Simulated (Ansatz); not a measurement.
# Na (dhcp): energy against volume

The calculation used Ansatz 0.2.0, DFT, RPBE, plane waves (420 eV) with PAW, scalar-relativistic. (PAW data from PBE, frozen cores regenerated.)

The cell is scaled uniformly from the relaxed one, with fractional coordinates and shape fixed. Energies are extrapolated to zero smearing, pressures are those at the given smearing. Magnetic state: spin not included.

A Birch-Murnaghan fit gives V₀ = 39.56 Å³/atom, B₀ = 7.0 GPa, B₀′ = 3.7.

Task: What are the energy above the minimum and the pressure at 34.767 Å³/atom?

Result: 15.5 meV/atom and 1.16 GPa as computed.

Task: What are the energy above the minimum and the pressure at 42.669 Å³/atom?

Result: 4.7 meV/atom and -0.44 GPa as computed.

Task: What are the energy above the minimum and the pressure at 44.250 Å³/atom?

Result: 10.2 meV/atom and -0.62 GPa as computed.
